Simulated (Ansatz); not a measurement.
# N started on an Al site in wurtzite AlN, 96 atoms, charge 0

All numbers come from Ansatz (PAW, plane waves, no spin–orbit coupling) at the single k point (¼, ¼, ¼) without its symmetry partners. The atoms were relaxed with PBEsol in a fixed cell; other functionals are single points on those atoms unless said otherwise. The valence top and gap of the host come from its small cell on a dense mesh, with the band extrema sought between the mesh points, lined up by the mean potential, PBEsol gap 4.09 eV, HSE06 gap 5.54 eV.

Relaxed structure:

```cif
data_structure
_symmetry_space_group_name_H-M 'P 1'
_symmetry_Int_Tables_number 1
_cell_length_a 9.3414
_cell_length_b 10.7866
_cell_length_c 9.9671
_cell_angle_alpha 90.000
_cell_angle_beta 90.000
_cell_angle_gamma 90.000
_cell_volume 1004.30
loop_
_atom_site_label
_atom_site_type_symbol
_atom_site_fract_x
_atom_site_fract_y
_atom_site_fract_z
_atom_site_occupancy
Al1 Al 0.16700 0.08375 0.24888 1
Al2 Al 0.16577 0.08252 0.74862 1
Al3 Al 0.99992 0.33370 0.24899 1
Al4 Al 0.99996 0.33340 0.74871 1
Al5 Al 0.49992 0.08332 0.24852 1
Al6 Al 0.49994 0.08158 0.74920 1
Al7 Al 0.33497 0.33404 0.25398 1
Al8 Al 0.32609 0.32918 0.74588 1
Al9 Al 0.16699 0.58307 0.24814 1
Al10 Al 0.16567 0.58390 0.74934 1
Al11 Al 0.99990 0.83351 0.24842 1
Al12 Al 0.99993 0.83315 0.74883 1
Al13 Al 0.83282 0.08376 0.24892 1
Al14 Al 0.83412 0.08256 0.74862 1
Al15 Al 0.66476 0.33417 0.25384 1
Al16 Al 0.67374 0.32919 0.74603 1
Al17 Al 0.49997 0.58192 0.25353 1
Al18 Al 0.49992 0.59031 0.74533 1
Al19 Al 0.33330 0.83258 0.24872 1
Al20 Al 0.33267 0.83373 0.74850 1
Al21 Al 0.83287 0.58310 0.24815 1
Al22 Al 0.83418 0.58389 0.74929 1
Al23 Al 0.66651 0.83263 0.24873 1
Al24 Al 0.66719 0.83377 0.74851 1
Al25 Al 0.99994 0.16780 0.49746 1
Al26 Al 0.99994 0.16661 0.99928 1
Al27 Al 0.33340 0.16452 0.49810 1
Al28 Al 0.33376 0.16676 0.99872 1
Al29 Al 0.16626 0.41779 0.49805 1
Al30 Al 0.16708 0.41668 0.99874 1
Al31 Al 0.99996 0.66686 0.49777 1
Al32 Al 0.99992 0.66679 0.99919 1
Al33 Al 0.66643 0.16465 0.49813 1
Al34 Al 0.66614 0.16678 0.99877 1
Al35 Al 0.49992 0.41648 0.00028 1
Al36 Al 0.33187 0.66748 0.49774 1
Al37 Al 0.33340 0.66595 0.99835 1
Al38 Al 0.16556 0.91670 0.49813 1
Al39 Al 0.16679 0.91658 0.99890 1
Al40 Al 0.83352 0.41782 0.49805 1
Al41 Al 0.83277 0.41672 0.99876 1
Al42 Al 0.66813 0.66756 0.49775 1
Al43 Al 0.66648 0.66596 0.99833 1
Al44 Al 0.49995 0.91516 0.49751 1
Al45 Al 0.49993 0.91615 0.99916 1
Al46 Al 0.83425 0.91677 0.49816 1
Al47 Al 0.83309 0.91659 0.99887 1
N1 N 0.99993 0.16681 0.18981 1
N2 N 0.99995 0.16716 0.68938 1
N3 N 0.33371 0.16752 0.18914 1
N4 N 0.33383 0.16484 0.68964 1
N5 N 0.16767 0.41626 0.18904 1
N6 N 0.16609 0.41784 0.68965 1
N7 N 0.99994 0.66665 0.18945 1
N8 N 0.99992 0.66680 0.68933 1
N9 N 0.66617 0.16754 0.18920 1
N10 N 0.66608 0.16492 0.68966 1
N11 N 0.49987 0.41669 0.18979 1
N12 N 0.49997 0.41532 0.66734 1
N13 N 0.33394 0.66585 0.18856 1
N14 N 0.33173 0.66659 0.68936 1
N15 N 0.16682 0.91675 0.18930 1
N16 N 0.16619 0.91643 0.68963 1
N17 N 0.83221 0.41633 0.18907 1
N18 N 0.83375 0.41774 0.68966 1
N19 N 0.66597 0.66588 0.18855 1
N20 N 0.66813 0.66662 0.68933 1
N21 N 0.49990 0.91632 0.18962 1
N22 N 0.49994 0.91551 0.68923 1
N23 N 0.83303 0.91676 0.18929 1
N24 N 0.83369 0.91647 0.68965 1
N25 N 0.16552 0.08226 0.43967 1
N26 N 0.16675 0.08357 0.93944 1
N27 N 0.99981 0.33459 0.43969 1
N28 N 0.99992 0.33332 0.93941 1
N29 N 0.49996 0.08161 0.43942 1
N30 N 0.49996 0.08281 0.93960 1
N31 N 0.32231 0.32704 0.44171 1
N32 N 0.33501 0.33396 0.93501 1
N33 N 0.16591 0.58396 0.43908 1
N34 N 0.16637 0.58322 0.93954 1
N35 N 0.99987 0.83298 0.43933 1
N36 N 0.99993 0.83336 0.93956 1
N37 N 0.83430 0.08234 0.43970 1
N38 N 0.83308 0.08360 0.93944 1
N39 N 0.67741 0.32719 0.44163 1
N40 N 0.66484 0.33399 0.93515 1
N41 N 0.50003 0.59709 0.44010 1
N42 N 0.49994 0.58116 0.93456 1
N43 N 0.33148 0.83448 0.43952 1
N44 N 0.33341 0.83278 0.93924 1
N45 N 0.83399 0.58398 0.43908 1
N46 N 0.83345 0.58322 0.93949 1
N47 N 0.66839 0.83458 0.43952 1
N48 N 0.66643 0.83280 0.93924 1
N49 N 0.49994 0.41585 0.53364 1
```

Chemical potentials μ are those of reference phases of the elements at zero temperature by the same functional (the usual solids, diamond for C, grey Sn, and the molecules H2, N2, O2, F2, Cl2, Br2 and S8).

| functional | E(defect) − E(host) − Σ nμ + q·E_VBM (eV) | monopole (eV) | alignment (eV) | formation energy at E_F = VBM (eV) | moment (μB) | wall time, shared host |
| --- | --- | --- | --- | --- | --- | --- |
| PBEsol | 9.53 | 0.00 | 0.00 | 9.53 | 0 (no spin) | 5.8 s on NVIDIA GB200 (relaxation) |
| HSE06 | 11.09 | 0.00 | 0.00 | 11.09 | 0 (no spin) | 13 s on NVIDIA GB200 |

HSE06 one-electron levels near the gap (the ten most localised at most), from the host's valence top:

```tsv
level (eV)	spin	filling	atoms sharing it	element of the atom with most weight
-0.15	both	2.00	26.8	N
-0.07	both	2.00	17.8	N
1.47	both	2.00	7.3	N
3.69	both	0.00	4.6	N
3.80	both	0.00	4.7	N
```

All elements are taken at their own reference at once; growth conditions in equilibrium with the host shift these energies, by up to the host's formation enthalpy.

One k point and a cell of this size can leave errors of several tenths of an eV in such numbers.
